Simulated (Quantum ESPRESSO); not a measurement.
The system is ZnSe (Stilleite).

```
Se Zn
1.0
     0.00000    2.83380    2.83380
     2.83380    0.00000    2.83380
     2.83380    2.83380    0.00000
Se Zn
1 1
Direct
  0.75000 0.75000 0.75000
  0.00000 0.00000 0.00000
```

```yaml
Program: Quantum ESPRESSO 7.5
Task: phonons
Functional: PBE
Potentials_or_basis: SG15 PBE 1.2
Cutoff: 952 eV
Density_cutoff: 3810 eV
k_mesh: 4 × 4 × 4, shifted
Occupations: fermi-dirac, width 0.05 eV
Spin: no spin polarisation
Mixing_beta: 0.5
Most_SCF_iterations: 120
SCF_threshold: 4e-10 Ry
```

The first run showed a gap, so the response started from a second, tighter run with fixed occupations.

**Question.** How polar is the lattice: what are the Born charges, the two dielectric constants and the LO-TO splitting?

**Answer.** Born charges ±2.07 e; dielectric constants 7.43 (electrons alone) and 10.41 (static); transverse and longitudinal modes at 208 and 247 cm⁻¹.

Caveat: the mesh is thin for the dielectric tensor, Born charges and intensities, which usually come out too large.
